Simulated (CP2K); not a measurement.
Runs of CP2K 2026.2 on SnTe. Symmetry: F-43m, No. 216, cubic system. The conventional cell has a = 7.222 Å, b = 7.222 Å, c = 7.222 Å, α = 90.00°, β = 90.00°, γ = 90.00°. Te (site symmetry -43m) is surrounded by 4 Sn at 3.13 Å. Sn (site symmetry -43m) has 4 Te at 3.13 Å as nearest neighbours. Measurements of this composition are mostly on another form, of space group No. 225.

```csv
task,level,potentials or basis,cell,smearing,EPS_DEFAULT,NGRIDS,points a segment of the path (NPOINTS),bands added on the path,CUTOFF of the grids,gap on the mesh (eV),pressure (GPa),V0 of scaled cells (Å³/atom),B0 (GPa)
band structure,LDA,"GTH_POTENTIALS Te GTH-PADE-q6, Sn GTH-PADE-q4; TZVP-MOLOPT-PBE-GTH basis","atoms moved at random, drawn with an rms of 0.1 Å",gaussian 0.1 eV,1.0E-10,5,6,2,450 Ry,-,-1.9,-,-
band structure,LDA,"GTH_POTENTIALS Te GTH-PADE-q6, Sn GTH-PADE-q4; TZVP-MOLOPT-PBE-GTH basis",as given,fermi-dirac 0.05 eV,1.0E-9,4,8,2,450 Ry,-,-1.9,-,-
band structure,r2SCAN,"POTENTIAL_UZH Te GTH-SCAN-q6, Sn GTH-SCAN-q4; TZVP-MOLOPT-SCAN-GTH basis",as given,fermi-dirac 0.1 eV,1.0E-9,4,6,6,675 Ry,0.39,-1.1,-,-
equation of state,r2SCAN,"POTENTIAL_UZH Te GTH-SCAN-q6, Sn GTH-SCAN-q4; TZVP-MOLOPT-SCAN-GTH basis",as given,fermi-dirac 0.0259 eV,1.0E-9,4,-,-,675 Ry,-,-,(a),26
equation of state,r2SCAN,"POTENTIAL_UZH Te GTH-SCAN-q6, Sn GTH-SCAN-q4; TZVP-MOLOPT-SCAN-GTH basis",as given,fermi-dirac 0.0259 eV,1.0E-10,5,-,-,675 Ry,-,-,45.05,26
band structure,TASK,"POTENTIAL_UZH Te GTH-SCAN-q6, Sn GTH-SCAN-q4; TZVP-MOLOPT-SCAN-GTH basis",as given,fermi-dirac 0.05 eV,1.0E-10,4,6,6,675 Ry,0.83,(b),-,-
band structure,r2SCAN,"POTENTIAL_UZH Te GTH-SCAN-q6, Sn GTH-SCAN-q4; TZVP-MOLOPT-SCAN-GTH basis",as given,fermi-dirac 0.05 eV,1.0E-10,4,10,2,675 Ry,0.39,-1.1,-,-
band structure,SCAN,"POTENTIAL_UZH Te GTH-SCAN-q6, Sn GTH-SCAN-q4; TZVP-MOLOPT-SCAN-GTH basis",as given,fermi-dirac 0.05 eV,1.0E-9,4,10,4,675 Ry,0.40,-0.9,-,-
```

Alike in all rows: no spin polarisation; k mesh 7 × 7 × 7.

Problem. Estimate the missing entries.

Solution. (a) 45.06; (b) 1.2.

Caveats: the basis of atomic orbitals isn't converged, which shifts pressures, moduli and gaps; spin-orbit coupling is left out, which moves the levels of the heavy elements (some runs); the mesh misses the band edges, which the band path finds closer together (some runs); with these potentials and basis sets, volumes of gold and of layered tellurides can stand 1.5 % and more from those of plane-wave programs (some runs); the potentials were made for another functional, which shifts forces and pressure (some runs).

A k mesh can miss the band edges, and the runs leave out spin-orbit coupling on Sn, Te.

Not every run made on this cell is shown here.
